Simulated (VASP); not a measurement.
Input of a VASP 6.6.1 run:

Contents of INCAR:

```
SYSTEM = Al2Cu
PREC     = Accurate       ! precision mode
ENCUT    = 520            ! plane-wave cutoff, eV
EDIFF    = 1E-6           ! SCF threshold, eV
ISMEAR   = 0              ! smearing method
SIGMA    = 0.1            ! smearing width, eV
LREAL    = .False.        ! projectors in reciprocal space
LASPH    = .True.         ! aspherical terms in the spheres
NELM     = 80             ! most SCF steps
ALGO     = Fast           ! electronic algorithm
ISIF     = 2              ! what is computed and relaxed
LWAVE    = .False.        ! write WAVECAR
LCHARG   = .True.         ! write CHGCAR
GGA      = PS             ! functional
LELF     = .True.         ! ELF
LVHAR    = .True.       
NBANDS   = 16             ! bands
```

Contents of KPOINTS:

```
Automatic mesh
0
Gamma
  14 14 14
  0 0 0
```

The input POSCAR:

```
Al2Cu
1.0
   -2.0303375000      2.0303375000      2.8510940000
    2.0303375000     -2.0303375000      2.8510940000
    2.0303375000      2.0303375000     -2.8510940000
Al Cu
2 1
Direct
    0.7500000000      0.2500000000      0.5000000000
    0.2500000000      0.7500000000      0.5000000000
    0.5000000000      0.5000000000      0.0000000000
```

Potentials or basis: VASP PAW PBE potentials, release 64 (Al, Cu).

The run is started by

```bash
$ cat potpaw_PBE.64/Al/POTCAR potpaw_PBE.64/Cu/POTCAR > POTCAR
$ mpirun -np 1 vasp_std > vasp.out
```

(1) Predict the band gap on the k mesh.

(2) Predict the pressure.

Answers

(1) none (metal or under the smearing width).

(2) -0.1 GPa.

Caveat: the PAW data sets were made with another functional, which shifts forces and pressure a little.
